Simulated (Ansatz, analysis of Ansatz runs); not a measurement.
# MgS(100): segregation of V_S

How does the energy of V_S change with depth under the (100) face of MgS? Model: a cell of 72 host atoms with 1 S taken out, a symmetric slab with vacuum.

Method: plane-wave PAW DFT, PBE; a slab with vacuum, neutral defects, in Ansatz 0.2.0.

Report form: the programs' logs are mostly left out.

### Step 1. The starting structure

The cell holds 71 atoms: 36 Mg and 35 S. Its edges and angles: a = 11.050 Å, b = 11.050 Å, c = 21.000 Å, α = 90.0°, β = 90.0°, γ = 90.0°. It derives from MgS (space group Fm-3m), repeated 3×3×1. Vacuum lies along c. Nearest the centre at fractional (0.501, 0.500, 0.691): Mg3 at 2.61 Å, Mg27 at 2.61 Å, Mg35 at 2.61 Å, Mg11 at 2.62 Å, Mg36 at 2.62 Å, S16 at 3.68 Å, S63 at 3.68 Å, S32 at 3.68 Å.

As a file:

```xyz
71
Lattice="11.0495 0.0000 0.0000 0.0000 11.0495 0.0000 0.0000 0.0000 21.0000" Properties=species:S:1:pos:R:3
Mg    3.6927    3.6840    9.1118
Mg    1.8501    1.8435    6.7097
Mg    3.6910    3.6853   14.2924
Mg    1.8491    1.8419   11.8890
S     3.6922    3.6842    6.4905
S     1.8498    1.8411    9.2282
S     3.6910    3.6826   11.7741
S     1.8499    1.8422   14.5139
Mg    3.6920    7.3651    9.1145
Mg    1.8512    5.5269    6.7109
Mg    3.6902    7.3697   14.2932
Mg    1.8497    5.5248   11.8918
S     3.6912    7.3682    6.4926
S     1.8500    5.5243    9.2293
S     3.6915    7.3654   11.7745
S     1.8489    5.5258   14.5146
Mg    3.6939   11.0495    9.1114
Mg    1.8492    9.2100    6.7103
Mg    3.6898   11.0507   14.2929
Mg    1.8510    9.2070   11.8901
S     3.6930   11.0497    6.4897
S     1.8508    9.2087    9.2282
S     3.6912   11.0495   11.7744
S     1.8484    9.2077   14.5135
Mg    7.3776    3.6843    9.1117
Mg    5.5344    1.8441    6.7065
Mg    7.3725    3.6849   14.2926
Mg    5.5337    1.8419   11.8866
S     7.3748    3.6859    6.4889
S     5.5347    1.8421    9.2265
S     7.3758    3.6837   11.7741
S     5.5321    1.8425   14.5104
Mg    7.3756    7.3660    9.1129
Mg    5.5309    5.5283    6.7079
Mg    7.3730    7.3689   14.2938
Mg    5.5344    5.5247   11.8890
S     7.3748    7.3677    6.4895
S     5.5346    5.5245    9.2276
S     7.3747    7.3677   11.7760
Mg    7.3764   11.0508    9.1103
Mg    5.5345    9.2085    6.7093
Mg    7.3746   11.0522   14.2930
Mg    5.5331    9.2099   11.8876
S     7.3760   11.0507    6.4885
S     5.5337    9.2081    9.2288
S     7.3755   11.0507   11.7744
S     5.5318    9.2094   14.5125
Mg   11.0590    3.6837    9.1131
Mg    9.2170    1.8457    6.7073
Mg   11.0564    3.6876   14.2947
Mg    9.2163    1.8421   11.8878
S    11.0582    3.6848    6.4906
S     9.2171    1.8419    9.2266
S    11.0565    3.6845   11.7758
S     9.2169    1.8452   14.5135
Mg   11.0602    7.3674    9.1146
Mg    9.2174    5.5283    6.7097
Mg   11.0545    7.3697   14.2958
Mg    9.2150    5.5267   11.8901
S    11.0587    7.3684    6.4902
S     9.2176    5.5263    9.2277
S    11.0576    7.3668   11.7769
S     9.2142    5.5278   14.5149
Mg   11.0584   11.0493    9.1105
Mg    9.2182    9.2098    6.7095
Mg   11.0563   11.0522   14.2928
Mg    9.2167    9.2104   11.8891
S    11.0581   11.0517    6.4881
S     9.2166    9.2082    9.2279
S    11.0582   11.0492   11.7746
S     9.2156    9.2110   14.5133
```

The cell's shortest repeat is 11.0 Å.

### Step 2. The clean slab

The slab is cut stoichiometric, symmetric and without a dipole, at the in-plane lattice of the database's bulk structure, and all its atoms relax. Miller indices refer to pymatgen's conventional standard cell, whose axes can be ordered otherwise than in the space-group symbol.

Input file slab/input.yaml:

```yaml
crystal:
  lattice:
    - [3.683174, 0.0, 0.0]
    - [0.0, 3.683174, 0.0]
    - [0.0, 0.0, 21.0]
  atoms:
    - { symbol: Mg, position: [1.0, 1.0, 0.4379905] }
    - { symbol: Mg, position: [0.5, 0.5, 0.3139716] }
    - { symbol: Mg, position: [1.0, 1.0, 0.6860284] }
    - { symbol: Mg, position: [0.5, 0.5, 0.5620095] }
    - { symbol: S, position: [1.0, 1.0, 0.3139716] }
    - { symbol: S, position: [0.5, 0.5, 0.4379905] }
    - { symbol: S, position: [1.0, 1.0, 0.5620095] }
    - { symbol: S, position: [0.5, 0.5, 0.6860284] }
basis:
  ecutwfc: 420
  xc_grid: 2
hamiltonian:
  xc: pbe
  pseudopotentials: { kind: paw, azcp: { folder: soft_1 } }
kpoints:
  mp_grid: { grid: [3, 3, 1] }
scf:
  occupations: { method: fermi_dirac, width: 0.01 }
  max_iter: 100
relax:
  f_tol: 0.01
  max_steps: 100
  random_displacement: { amplitude: 0.03, seed: 7465 }
output:
  forces: true
  eigenvalues: true
```

Started as:

```bash
$ ansatz run input.yaml --threads 32 --pin off --max-ram 84787MiB --backend cuda --events-out ev --progress --plain --runs-dir out --max-vram 78GiB
```

Wall time 3.6 s (1 × NVIDIA GB200 with 32 threads of Arm Neoverse V2, shared host); peak memory 1 GiB; 8.7 s of CPU time.

Step by step:

| step | energy less that of the first step (eV) | largest force component (eV/Å) |
| --- | --- | --- |
| 1 | 0.0000 | 0.5216 |
| 2 | -0.0813 | 0.3186 |
| 3 | -0.0858 | 0.1642 |
| 4 | -0.1025 | 0.0725 |
| 5 | -0.1036 | 0.0202 |
| 6 | -0.1037 | 0.0006 |

The atoms that moved most (Å, from the sites as typed, ahead of the random displacement, the mean shift of all atoms taken out):

| atom | dx | dy | dz | length |
| --- | --- | --- | --- | --- |
| Mg2 | 0.000 | 0.000 | 0.131 | 0.131 |
| Mg3 | 0.000 | 0.000 | -0.131 | 0.131 |
| S5 | 0.000 | 0.000 | -0.081 | 0.081 |
| S8 | 0.000 | 0.000 | 0.081 | 0.081 |
| Mg4 | 0.000 | 0.000 | 0.074 | 0.074 |
| Mg1 | 0.000 | 0.000 | -0.074 | 0.074 |
| S7 | 0.000 | 0.000 | -0.039 | 0.039 |
| S6 | 0.000 | 0.000 | 0.039 | 0.039 |

With the common shift taken out, atoms move by up to 0.13 Å from the bulk-cut sites, and by up to 0.13 Å along the normal.

On a dense mesh the slab's energy differs by 42 meV an atom, so the supercells take one more k-point along each vector.

### Step 3. Does the supercell reconstruct?

The clean supercell is relaxed from displaced atoms, since a reconstruction that only the larger cell allows would otherwise be counted to the defect.

Input file pristine.relax/input.yaml:

```yaml
crystal:
  lattice:
    - [11.049522, 0.0, 0.0]
    - [0.0, 11.049522, 0.0]
    - [0.0, 0.0, 21.0]
  atoms:
    - { symbol: Mg, position: [0.33411786, 0.3334231, 0.43452447] }
    - { symbol: Mg, position: [0.16745563, 0.16673458, 0.32025889] }
    - { symbol: Mg, position: [0.33407511, 0.33347503, 0.6798575] }
    - { symbol: Mg, position: [0.16741898, 0.16680359, 0.5655917] }
[... 62 atom lines left out ...]
    - { symbol: Mg, position: [1.00074178, 1.0001417, 0.6798575] }
    - { symbol: Mg, position: [0.83408565, 0.83347025, 0.5655917] }
    - { symbol: S, position: [1.00078379, 1.0000806, 0.31019191] }
    - { symbol: S, position: [0.83410837, 0.83343375, 0.43990343] }
    - { symbol: S, position: [1.00075143, 1.00013897, 0.5602114] }
    - { symbol: S, position: [0.83407648, 0.83348012, 0.68992243] }
basis:
  ecutwfc: 420
  xc_grid: 2
hamiltonian:
  xc: pbe
  pseudopotentials: { kind: paw, azcp: { folder: soft_1 } }
kpoints:
  mp_grid: { grid: [2, 2, 1] }
scf:
  occupations: { method: fermi_dirac, width: 0.01 }
  max_iter: 80
output:
  forces: true
relax:
  f_tol: 0.015
  max_steps: 80
  random_displacement: { amplitude: 0.05, seed: 7474 }
```

It took 4.9 s on 1 × NVIDIA GB200 with 32 threads; peak memory 1.3 GiB; 17 s of CPU time.

Atoms end at most 0.03 Å from the small cell's positions, so the small cell's structure is at least a local minimum.

### Step 4. The defect, layer by layer

Each layer's defect is relaxed from random displacements, at more than one total moment, because the electrons or holes left behind may pair or not. Layer 1 is shown in full.

Input file layer1_M0.relax/input.yaml:

```yaml
crystal:
  lattice:
    - [11.049522, 0.0, 0.0]
    - [0.0, 11.049522, 0.0]
    - [0.0, 0.0, 21.0]
  atoms:
    - { symbol: Mg, position: [0.33419729, 0.33340754, 0.43389499] }
    - { symbol: Mg, position: [0.16743563, 0.16683944, 0.31950912] }
    - { symbol: Mg, position: [0.33404074, 0.33352299, 0.68058878] }
    - { symbol: Mg, position: [0.16734435, 0.16669049, 0.566145] }
    - { symbol: S, position: [0.33414883, 0.33342184, 0.3090721] }
    - { symbol: S, position: [0.16740624, 0.16662253, 0.4394366] }
    - { symbol: S, position: [0.33403939, 0.33328475, 0.56067058] }
    - { symbol: S, position: [0.16742033, 0.16672453, 0.69113757] }
[... 59 atom lines left out ...]
    - { symbol: S, position: [1.00077303, 1.00019726, 0.30895655] }
    - { symbol: S, position: [0.8341205, 0.83336183, 0.43942332] }
    - { symbol: S, position: [1.0007843, 0.99997487, 0.56069463] }
    - { symbol: S, position: [0.83402803, 0.83361141, 0.6911083] }
basis:
  ecutwfc: 420
  xc_grid: 2
hamiltonian:
  xc: pbe
  pseudopotentials: { kind: paw, azcp: { folder: soft_1 } }
kpoints:
  mp_grid: { grid: [2, 2, 1] }
scf:
  occupations: { method: fermi_dirac, width: 0.01 }
  max_iter: 80
output:
  forces: true
relax:
  f_tol: 0.03
  max_steps: 90
  random_displacement: { amplitude: 0.05, seed: 7466 }
```

Run time: 7 s. Hardware: 1 × NVIDIA GB200 with 32 threads; peak memory 1.4 GiB.

Relaxation path:

| step | energy less that of the first step (eV) | largest force component (eV/Å) |
| --- | --- | --- |
| 1 | 0.0000 | 0.5441 |
| 2 | -0.3866 | 0.2928 |
| 3 | -0.5126 | 0.0763 |
| 4 | -0.5195 | 0.0173 |

The atoms that moved most (Å, from the sites as typed, ahead of the random displacement, the mean shift of all atoms taken out):

| atom | dx | dy | dz | length |
| --- | --- | --- | --- | --- |
| Mg36 | 0.000 | 0.002 | 0.081 | 0.081 |
| Mg35 | -0.036 | -0.039 | -0.018 | 0.056 |
| Mg11 | 0.035 | -0.035 | -0.018 | 0.052 |
| Mg27 | -0.024 | 0.027 | -0.016 | 0.040 |
| Mg3 | 0.020 | 0.019 | -0.019 | 0.034 |
| S32 | -0.001 | 0.025 | 0.019 | 0.031 |
| S16 | 0.027 | -0.002 | 0.014 | 0.030 |
| S47 | 0.000 | -0.018 | 0.015 | 0.023 |

Neighbours of the ideal centre at the end:

| atom | distance (Å) |
| --- | --- |
| Mg36 | 2.546 |
| Mg35 | 2.569 |
| Mg27 | 2.572 |
| Mg11 | 2.575 |
| Mg3 | 2.581 |
| S32 | 3.650 |
| S16 | 3.657 |
| S63 | 3.667 |
| S47 | 3.674 |

All relaxations:

| layer | depth (Å) | moment (μB) | outcome | structures computed | largest displacement from the input (Å) | time |
| --- | --- | --- | --- | --- | --- | --- |
| 1 | 0.00 | 0 | converged | 4 | 0.08 | 7 s |
| 1 | 0.00 | 2 | converged | 4 | 0.16 | 8.7 s |
| 2 | 2.74 | 0 | converged | 5 | 0.31 | 6.1 s |
| 2 | 2.74 | 2 | converged | 4 | 0.18 | 10 s |

The relaxation ends 7.3 meV an atom lower than the displaced start, with a largest force component of 0.017 eV/Å.

### Step 5. Energies and states

Single points on the relaxed structures give the energies, all at one sampling, and show where the defect's states lie.

Input file layer2_M0.point.pbe/input.yaml:

```yaml
crystal:
  lattice:
    - [11.049522, 0.0, 0.0]
    - [0.0, 11.049522, 0.0]
    - [0.0, 0.0, 21.0]
  atoms:
    - { symbol: Mg, position: [0.33435191, 0.33330512, 0.43489935] }
    - { symbol: Mg, position: [0.16776311, 0.16671132, 0.3200559] }
[... 30 atom lines left out ...]
    - { symbol: Mg, position: [0.66774304, 0.66673598, 0.43275018] }
[... 1 atom line left out ...]
    - { symbol: Mg, position: [0.66777655, 0.66673436, 0.66582244] }
    - { symbol: Mg, position: [0.50397395, 0.50289112, 0.56620717] }
[... 6 atom lines left out ...]
    - { symbol: Mg, position: [0.50417001, 0.83036702, 0.56621497] }
[... 15 atom lines left out ...]
    - { symbol: Mg, position: [0.83157466, 0.50289423, 0.56622843] }
[... 7 atom lines left out ...]
    - { symbol: Mg, position: [0.83138614, 0.83037926, 0.56623117] }
[... 3 atom lines left out ...]
    - { symbol: S, position: [0.83451565, 0.83347094, 0.68953827] }
basis:
  ecutwfc: 420
  xc_grid: 2
hamiltonian:
  xc: pbe
  pseudopotentials: { kind: paw, azcp: { folder: soft_1 } }
kpoints:
  mp_grid: { grid: [2, 2, 1] }
scf:
  occupations: { method: fermi_dirac, width: 0.01 }
  max_iter: 80
output:
  forces: true
  eigenvalues: true
  eigenstates: { localisation: true }
  populations: true
checkpoint:
  write: "../layer2_M0.point.pbe.run"
  compress: false
  write_wavefunctions: false
  write_every: 100000
```

The job ended after 4.4 s (1 × NVIDIA GB200 with 32 threads; peak memory 3.1 GiB; 41 s of CPU time).

From eigenstates.tsv, first k-point; energies on the run's zero. The participation number counts the atoms that a state is spread over, of 71; bands count from 0.

| spin | band | energy (eV) | occupation | participation | largest share on | share |
| --- | --- | --- | --- | --- | --- | --- |
| both | 279 | 0.027 | 2.00 | 19.5 | S8 | 0.08 |
| both | 280 | 0.126 | 2.00 | 24.0 | S39 | 0.08 |
| both | 281 | 0.162 | 2.00 | 18.2 | S63 | 0.10 |
| both | 282 | 0.171 | 2.00 | 23.1 | S8 | 0.08 |
| both | 283 | 0.172 | 2.00 | 23.1 | S8 | 0.08 |
| both | 284 | 1.568 | 2.00 | 13.1 | Mg35 | 0.17 |
| both | 285 | 3.499 | 0.00 | 58.2 | Mg35 | 0.04 |
| both | 286 | 3.545 | 0.00 | 46.2 | Mg18 | 0.04 |
| both | 287 | 3.888 | 0.00 | 22.0 | Mg33 | 0.16 |
| both | 288 | 4.140 | 0.00 | 27.0 | Mg26 | 0.10 |
| both | 289 | 4.140 | 0.00 | 27.0 | Mg10 | 0.10 |

Under PBE, periodic cell with vacuum at the first k-point of a 2×2×1 Γ-centred mesh, the highest filled state is spread over 13 of 71 atoms, and the lowest empty one, 1.93 eV above it, is spread over 58 of 71 atoms.

Against the clean slab and S (S12 rings, Pnnm; not the stable S8 form):

| layer | depth (Å) | total moment (μB) | formation energy (eV) | against the deepest layer (eV) |
| --- | --- | --- | --- | --- |
| 1 | 0.00 | 0 | 4.32 | 0.30 |
| 1 | 0.00 | 2 | 5.14 | 1.12 |
| 2 | 2.74 | 0 | 4.02 | 0.00 |
| 2 | 2.74 | 2 | 5.20 | 1.18 |

### Step 6. Summary of results

| Property | Result |
| --- | --- |
| highest less deepest of the layers obtained (PBE) | 0.30 eV |
| layer of the lowest energy (PBE) | 2 |

In words: Under PBE V_S is 0.30 eV higher in layer 1 than in layer 2, 2.7 Å down, so of the sites run the one at the surface is the less favoured. The clean slab's gap at this sampling is 2.93 eV. Limits: neutral states alone; one site a layer, which need not be the same crystallographic site in every layer, at most four layers; one defect on one side of the slab, 11.0 Å from its images and with no dipole correction; the deepest layer of so thin a slab is not yet bulk, and the thickness was not varied; the in-plane lattice is the database's, not relaxed here; no adsorbates, no temperature.

[Logs are printed without paths, hosts, clocks, repeated set-up lines and the standing remarks that a program may print on its own settings, such as how far it seeks lower states.]

[Hosts, paths, dates, database ids (printed as entryN), source tags and the programs' standing remarks are cut or masked in the printed files.]

[Maps of the electrostatic potential energy from Ansatz leave out the sawtooth potential of an applied field or a dipole correction, so their vacuum need not be flat.]
